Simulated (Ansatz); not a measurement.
Rocksalt KI, relaxed with r2SCAN in Ansatz 0.2.0. The symmetry is Fm-3m (No. 225, cubic); conventional cell a = 7.089 Å, 44.52 Å³ an atom. K is surrounded by 6 I at 3.54 Å; I is surrounded by 6 K at 3.54 Å.

The axes x, y and z are those of this cell:
```
K I
1.0
     0.00000    3.54429    3.54429
     3.54429    0.00000    3.54429
     3.54429    3.54429    0.00000
K I
1 1
Direct
  0.00000 0.00000 0.00000
  0.50000 0.50000 0.50000
```

Unstrained: PBE gives a direct gap of 3.944 eV at Γ. The r2SCAN gap is direct at Γ: 4.586 eV. HSE06 gives a direct gap of 4.941 eV at Γ. Meshes: PBE 6×6×6, r2SCAN 6×6×6, HSE06 4×4×4. Strains are changes of length per length, and xy shears are angles. After each strain the atoms were relaxed again with r2SCAN within the symmetry that the strain leaves, so tilts or polar shifts that break it weren't tested; points keep the names that they have in the unstrained zone. No spin polarisation and no zero-point or thermal motion.

**Question.** Apply uniaxial -2.0 % along z, other directions held. How far does the gap move, against the unstrained cell?

**Answer.** PBE: the gap goes from 3.944 to 3.987 eV (+0.043 eV). r2SCAN: the gap goes from 4.586 to 4.632 eV (+0.046 eV). HSE06: the gap goes from 4.941 to 4.989 eV (+0.048 eV). The r2SCAN energy rises by 2.0 meV an atom.

**Question.** Apply uniaxial -4.0 % along x, other directions held. How far does the gap move, against the unstrained cell?

**Answer.** PBE: the gap goes from 3.944 to 4.026 eV (+0.082 eV); with r2SCAN the top three valence levels at Γ, degenerate before, become 1+2 from the top over 19 meV. r2SCAN: the gap goes from 4.586 to 4.673 eV (+0.087 eV). HSE06: the gap goes from 4.941 to 5.033 eV (+0.092 eV). The r2SCAN energy rises by 8.5 meV an atom.

**Question.** Apply uniaxial +3.0 % along [111], other directions held. How far does the gap move, against the unstrained cell?

**Answer.** PBE: the gap goes from 3.944 to 3.847 eV (-0.097 eV); with r2SCAN the top three valence levels at Γ, degenerate before, become 2+1 from the top over 78 meV. r2SCAN: the gap goes from 4.586 to 4.481 eV (-0.105 eV). HSE06: the gap goes from 4.941 to 4.836 eV (-0.105 eV). The r2SCAN energy rises by 2.0 meV an atom.

**Question.** Apply xy shear, engineering strain (angle) -2.0 %. How far does the gap move, against the unstrained cell?

**Answer.** PBE: the gap goes from 3.944 to 3.917 eV (-0.027 eV); with r2SCAN the top three valence levels at Γ, degenerate before, become 1+1+1 from the top over 53 meV. r2SCAN: the gap goes from 4.586 to 4.558 eV (-0.028 eV). HSE06: the gap goes from 4.941 to 4.912 eV (-0.029 eV). The r2SCAN energy rises by 0.2 meV an atom.

**Question.** Apply isotropic +1.0 % on every length. How far does the gap move, against the unstrained cell?

**Answer.** PBE: the gap goes from 3.944 to 3.877 eV (-0.067 eV). r2SCAN: the gap goes from 4.586 to 4.512 eV (-0.074 eV). HSE06: the gap goes from 4.941 to 4.867 eV (-0.074 eV). The r2SCAN energy rises by 1.3 meV an atom.

No spin-orbit coupling is included; it can move band edges with weight on the heavy atoms by tenths of an eV.

The meshes of the hybrids are coarse, so their gaps aren't converged to the digits shown.

The splittings at Γ are without spin-orbit coupling, which regroups them where it is of like size or larger.
